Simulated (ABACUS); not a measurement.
Here is an ABACUS 3.10.1 calculation.

Contents of INPUT:

```
INPUT_PARAMETERS
suffix              ZrO2
calculation         scf
basis_type          lcao
pseudo_dir          ./
orbital_dir         ./
symmetry            1
dft_functional      pbe
ecutwfc             100
pseudo_rcut         10
nspin               1
nbands              22
ks_solver           genelpa
smearing_method     fd
smearing_sigma      0.00367493
scf_thr             1e-07
scf_nmax            100
mixing_type         broyden
mixing_beta         0.7
cal_force           1
cal_stress          1
out_mul             1
out_chg             1
```

Contents of STRU:

```
ATOMIC_SPECIES
Zr 91.2240 Zr_ONCV_PBE-1.2.upf
O 15.9990 O_ONCV_PBE-1.2.upf

NUMERICAL_ORBITAL
Zr_confined-atom_8au_4s3p3d1f.orb
O_confined-atom_6au_3s3p2d1f.orb

LATTICE_CONSTANT
1.8897261246

LATTICE_VECTORS
0.0000000000 2.5450727058 2.5450727058
2.5450727058 0.0000000000 2.5450727058
2.5450727058 2.5450727058 0.0000000000

ATOMIC_POSITIONS
Direct

Zr
0.0
1
0.0000000000 0.0000000000 0.0000000000 1 1 1

O
0.0
2
0.7500000000 0.7500000000 0.7500000000 1 1 1
0.2500000000 0.2500000000 0.2500000000 1 1 1
```

KPT

```
K_POINTS
0
Gamma
8 8 8 0 0 0
```

Potentials or basis: SG15 ONCV 1.2 PBE, TZDP LCAO (the cutoffs set its grid).

Run with:

```console
$ OMP_NUM_THREADS=1 mpirun -np 4 abacus > log
```

Question: What does it give for the band gap on the k mesh?

Answer: 3.33 eV, indirect (least direct gap 3.78 eV).

Question: What does it give for the pressure?

Answer: 4.3 GPa.

Question: Predict the Mulliken charges.

Answer: Zr +2.54; O -1.27 e.

Caveat: the atomic orbitals were generated for these runs and aren't a published set; the basis of atomic orbitals isn't converged, which shifts pressures, moduli and gaps. A k mesh can miss the band edges.
